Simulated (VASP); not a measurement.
# Cu (Fm-3m) in VASP: settings compared, part 3 of 3

VASP 6.6.1. The steps go on from the part before.

### Step 6. Band structure, PW91

The input, INCAR:

```
  PREC = Accurate
  ENCUT = 520
  EDIFF = 1E-6
  ISMEAR = -1
  SIGMA = 0.05
  LREAL = False
  LASPH = True
  NELM = 100
  ALGO = Fast
  ISIF = 2
  LWAVE = False
  LCHARG = False
  LMAXMIX = 4
  GGA = 91
  NBANDS = 12
```

The input, KPOINTS:

```
regular mesh
0
Gamma
  13 13 13
```

The input, POSCAR:

```
Cu
1.0
    0.0000000000      1.8075000000      1.8075000000
    1.8075000000      0.0000000000      1.8075000000
    1.8075000000      1.8075000000      0.0000000000
Cu
1
Direct
    0.0000000000      0.0000000000      0.0000000000
```

The input, KPOINTS_OPT:

```
path GXWKGLUWLK,UX
10
line-mode
reciprocal
 0.0000000000  0.0000000000  0.0000000000  G
 0.5000000000  0.0000000000  0.5000000000  X

 0.5000000000  0.0000000000  0.5000000000  X
 0.5000000000  0.2500000000  0.7500000000  W

 0.5000000000  0.2500000000  0.7500000000  W
 0.3750000000  0.3750000000  0.7500000000  K

 0.3750000000  0.3750000000  0.7500000000  K
 0.0000000000  0.0000000000  0.0000000000  G

 0.0000000000  0.0000000000  0.0000000000  G
 0.5000000000  0.5000000000  0.5000000000  L

 0.5000000000  0.5000000000  0.5000000000  L
 0.6250000000  0.2500000000  0.6250000000  U

 0.6250000000  0.2500000000  0.6250000000  U
 0.5000000000  0.2500000000  0.7500000000  W

 0.5000000000  0.2500000000  0.7500000000  W
 0.5000000000  0.5000000000  0.5000000000  L

 0.5000000000  0.5000000000  0.5000000000  L
 0.3750000000  0.3750000000  0.7500000000  K

 0.6250000000  0.2500000000  0.6250000000  U
 0.5000000000  0.0000000000  0.5000000000  X
```

Potentials or basis: VASP PAW PBE potentials, release 64 (Cu).

The run is started by

```sh
$ cat potpaw_PBE.64/Cu/POTCAR > POTCAR
$ mpirun -np 1 vasp_std > vasp.out
```

OUTCAR:

```text
PREC = Accurate
   ENCUT = 520
   EDIFF = 1E-6
   ISMEAR = -1
   LREAL = False
   LASPH = True
   NELM = 100
   ISIF = 2
   GGA = 91

 ion  position               nearest neighbor table
   1  0.000  0.000  0.000-

  LATTYP: Found a face centered cubic cell.
 ALAT       =     3.6150000000

  Lattice vectors:

 A1 = (   0.0000000000,   1.8075000000,   1.8075000000)
 A2 = (   1.8075000000,   0.0000000000,   1.8075000000)
 A3 = (   1.8075000000,   1.8075000000,   0.0000000000)

Analysis of symmetry for initial positions (statically):
=====================================================================
 Subroutine PRICEL returns:
 Original cell was already a primitive cell.

 Routine SETGRP: Setting up the symmetry group for a
 face centered cubic supercell.

 Subroutine GETGRP returns: Found 48 space group operations
 (whereof 48 operations were pure point group operations)
 out of a pool of 48 trial point group operations.

The static configuration has the point symmetry O_h .

Analysis of symmetry for dynamics (positions and initial velocities):
=====================================================================
 Subroutine PRICEL returns:
 Original cell was already a primitive cell.

 Routine SETGRP: Setting up the symmetry group for a
 face centered cubic supercell.

 Subroutine GETGRP returns: Found 48 space group operations
 (whereof 48 operations were pure point group operations)
 out of a pool of 48 trial point group operations.

The dynamic configuration has the point symmetry O_h .

 Subroutine INISYM returns: Found 48 space group operations
 (whereof 48 operations are pure point group operations),
 and found     1 'primitive' translations

----------------------------------------------------------------------------------------

                                     Primitive cell

  volume of cell :      11.8104

  direct lattice vectors                    reciprocal lattice vectors
[... 111 lines left out ...]
   LHFCALC =     F    Hartree Fock is set to
   AEXX    =    0.0000 exact exchange contribution
   IVDW    =     0    specifies the selected vdW correction
   LEPSILON=     F    determine dielectric tensor
   LRPA    =     F    only Hartree local field effects (RPA)
 non-spin polarized calculation
 RMM-DIIS sequential band-by-band and
  energy-cutoff  :      520.00
  volume of cell :       11.81
 maximum number of plane-waves:       331
   NGX =  9   NGY =  9   NGZ =  9

 number of electron      11.0000001 magnetization

 Free energy of the ion-electron system (eV)
  ---------------------------------------------------
  ext. energy  EPLUGINS =         0.00000000
  ---------------------------------------------------
  free energy    TOTEN  =        -3.73042207 eV

  energy without entropy =       -3.72772497  energy(sigma->0) =       -3.72907352

 E-fermi :   7.7167     XC(G=0): -12.7578

 val. band max:        7.5210506369   @ k =   0.4615   0.2308   0.0000
 cond. band min:       7.7301681228   @ k =   0.4615   0.3077   0.0000
 fundamental gap:      0.2091174858
 Fermi energy:         7.7167460519

 k-point     1 :       0.0000    0.0000    0.0000
  band No.  band energies     occupation
      1      -1.7894      2.00000
      2       4.4764      2.00000
      3       4.4764      2.00000
      4       4.4764      2.00000
      5       5.2973      2.00000
      6       5.2973      2.00000
      7      30.2025      0.00000
      8      32.7656      0.00000
      9      32.7656      0.00000
     10      32.7656      0.00000
     11      35.2694      0.00000
     12      35.2694      0.00000
[... 331 lines left out ...]
 k-point    24 :       0.4615    0.1538    0.0000
  band No.  band energies     occupation
      1       2.7036      2.00000
      2       4.1323      2.00000
      3       4.4974      2.00000
      4       4.7519      2.00000
      5       5.8841      2.00000
      6       7.2004      1.99993
      7      13.6197      0.00000
      8      24.4226      0.00000
      9      25.7169      0.00000
     10      27.9712      0.00000
     11      37.6790      0.00000
     12      37.8228      0.00000

 [... further k-points ...]

------------------------ aborting loop because EDIFF is reached ----------------------------------------

  FORCE on cell =-STRESS in cart. coord.  units (eV):
  Direction    XX          YY          ZZ          XY          YZ          ZX
  --------------------------------------------------------------------------------------
  -------------------------------------------------------------------------------------
  Total        0.1791487      0.1791487      0.1791487     -0.0000000      0.0000000      0.0000000
  in kB       24.3029661     24.3029661     24.3029661     -0.0000000      0.0000000      0.0000000
  external PRESSURE =      24.3029661 kB  Pullay stress =       0.0000000 kB

 VOLUME and BASIS-vectors are now :
 -----------------------------------------------------------------------------
  energy-cutoff  :      520.00
  volume of cell :       11.81
      direct lattice vectors                 reciprocal lattice vectors
     0.000000000  1.807500000  1.807500000    -0.276625173  0.276625173  0.276625173
     1.807500000  0.000000000  1.807500000     0.276625173 -0.276625173  0.276625173
     1.807500000  1.807500000  0.000000000     0.276625173  0.276625173 -0.276625173

 POSITION                                       TOTAL-FORCE (eV/Angst)
 -----------------------------------------------------------------------------------
      0.00000      0.00000      0.00000        -0.000000      0.000000     -0.000000
 -----------------------------------------------------------------------------------
    total drift:                               -0.000000     -0.000000     -0.000000

  FREE ENERGIE OF THE ION-ELECTRON SYSTEM (eV)
  ---------------------------------------------------
  free  energy   TOTEN  =        -3.7304220682 eV

  energy  without entropy=       -3.7277249727  energy(sigma->0) =       -3.72907352
```

stdout:

```text
POSCAR found type information on POSCAR Cu
 POSCAR found :  1 types and       1 ions
 scaLAPACK will be used
 -----------------------------------------------------------------------------
|                                                                             |
|                                                                             |
|     You enforced a specific xc type in the INCAR file but a different       |
|     I HOPE YOU KNOW WHAT YOU ARE DOING!                                     |
|                                                                             |
 -----------------------------------------------------------------------------

 LDA part: xc-table for (Slater(with rela. corr.)+CA(PZ))
 , standard interpolation
 POSCAR, INCAR and KPOINTS ok, starting setup
 FFT: planning ... GRIDC
 FFT: planning ... GRID_SOFT
 FFT: planning ... GRID
 WAVECAR not read
 entering main loop
WARNING in EDDRMM: call to ZHEGV failed, returncode =   6  3     11
WARNING in EDDRMM: call to ZHEGV failed, returncode =   6  3     11
 Start KPOINTS_OPT (optional k-point list driver)
k-point batch [1-84\100]
k-point batch [85-100\100]
```

Wall time 12 s (1 thread of AMD EPYC 9R45 (Zen 5), shared host); peak memory 0.11 GiB.

What came out:

- Free energy: -3.7304 eV
- Pressure: 2.4 GPa
- Band gap along the path: none (metal or under the smearing width)

Levels at the corners of the path, in eV from the Fermi level:
```tsv
point	band 2	band 3	band 4	band 5	band 6	band 7	band 8	band 9
Γ	-3.24	-3.24	-3.24	-2.42	-2.42	22.49	25.05	25.05
X	-4.63	-1.87	-1.71	-1.71	1.34	6.94	12.89	12.89
X	-4.63	-1.87	-1.71	-1.71	1.34	6.94	12.89	12.89
W	-3.74	-3.74	-2.46	-1.70	6.03	6.03	8.16	8.60
W	-3.74	-3.74	-2.46	-1.70	6.03	6.03	8.16	8.60
K	-4.27	-2.97	-2.28	-1.90	4.16	5.56	7.66	14.97
K	-4.27	-2.97	-2.28	-1.90	4.16	5.56	7.66	14.97
Γ	-3.24	-3.24	-3.24	-2.42	-2.42	22.49	25.05	25.05
Γ	-3.24	-3.24	-3.24	-2.42	-2.42	22.49	25.05	25.05
L	-3.27	-3.27	-1.85	-1.85	-1.15	3.57	20.99	21.85
L	-3.27	-3.27	-1.85	-1.85	-1.15	3.57	20.99	21.85
U	-4.27	-2.97	-2.28	-1.90	4.16	5.56	7.66	14.97
U	-4.27	-2.97	-2.28	-1.90	4.16	5.56	7.66	14.97
W	-3.74	-3.74	-2.46	-1.70	6.03	6.03	8.16	8.60
W	-3.74	-3.74	-2.46	-1.70	6.03	6.03	8.16	8.60
L	-3.27	-3.27	-1.85	-1.85	-1.15	3.57	20.99	21.85
L	-3.27	-3.27	-1.85	-1.85	-1.15	3.57	20.99	21.85
K	-4.27	-2.97	-2.28	-1.90	4.16	5.56	7.66	14.97
U	-4.27	-2.97	-2.28	-1.90	4.16	5.56	7.66	14.97
X	-4.63	-1.87	-1.71	-1.71	1.34	6.94	12.89	12.89
```

Caveat: the PAW data sets were made with another functional, which shifts forces and pressure a little.

### Step 7. Overview

```csv
level,potentials or basis,spin,k mesh,cutoff (eV),smearing,other keys,pressure (GPa)
r2SCAN+rVV10,"VASP PAW PBE potentials, release 64 (Cu_sv_GW)","SOC, no magnetisation",10 × 10 × 10,600,methfessel-paxton 0.01 eV,ALGO = Fast; ISMEAR = 1; SIGMA = 0.01,-11.5
BEEF-vdW,"VASP PAW PBE potentials, release 64 (Cu)",off,13 × 13 × 13,520,gaussian 0.05 eV,EDIFF = 1e-08; NBANDS = 18,-
revPBE,"VASP PAW PBE potentials, release 64 (Cu)",off,13 × 13 × 13,520,fermi-dirac 0.05 eV,-,-
BLYP,"VASP PAW PBE potentials, release 64 (Cu)",off,13 × 13 × 13,520,fermi-dirac 0.05 eV,-,-
PW91,"VASP PAW PBE potentials, release 64 (Cu)",off,13 × 13 × 13,520,fermi-dirac 0.05 eV,-,2.4
```

Alike in all rows: task band structure; cell as given.

Caveats: the PAW data sets were made with another functional, which shifts forces and pressure a little.

Total energies depend on the potentials used, so only differences within one code and one set of settings carry meaning.
